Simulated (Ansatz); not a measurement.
# BN: electron density at the nuclei under pressure

```
B N
1.0
     0.00000    1.80750    1.80750
     1.80750    0.00000    1.80750
     1.80750    1.80750    0.00000
B N
1 1
Direct
  0.00000 0.00000 0.00000
  0.75000 0.75000 0.75000
```

Atom numbers follow the list: B1, N2.

The cell comes from COD entry 9008834, which wasn't checked; take it as a given geometry.

Theory: DFT, LDA, all-electron PAW with datasets made for the crystal, scalar-relativistic in Ansatz 0.2.0.

Numerical set-up: a Γ-centred 11×11×11 k mesh, Fermi–Dirac smearing of 0.02 eV, cutoff 520 eV (chosen by the program for this cell), no spin polarisation.

The contact density is the mean electron density over the nuclear volume; its changes follow the s electrons' response to bonding and compression. Changes below are taken from the unscaled cell, where it is 475.153 e/Å³ at B1, 1387.7 e/Å³ at N2.

Volumes at which the program chose other datasets or cutoffs are left out.

```tsv
V/V(cell)	P (GPa)	Δρ(0) B1 (e/Å³)	Δρ(0) N2 (e/Å³)
0.9900	-7.1	0.02	?
1.0000	-10.8	0.00	0.00
1.0100	-14.4	-0.02	?
1.0200	-17.8	-0.03	0.08
1.0400	-24.0	-0.06	?
```

(1) What belongs in the row "1.0400", column "Δρ(0) N2 (e/Å³)"?

(2) What belongs in the row "0.9900", column "Δρ(0) N2 (e/Å³)"?

(3) Give the missing entry: row "1.0100", column "Δρ(0) N2 (e/Å³)".

The datasets are made afresh for each cell, so very small changes are uncertain.

## Answers

(1) 0.17.

(2) -0.04.

(3) 0.04.
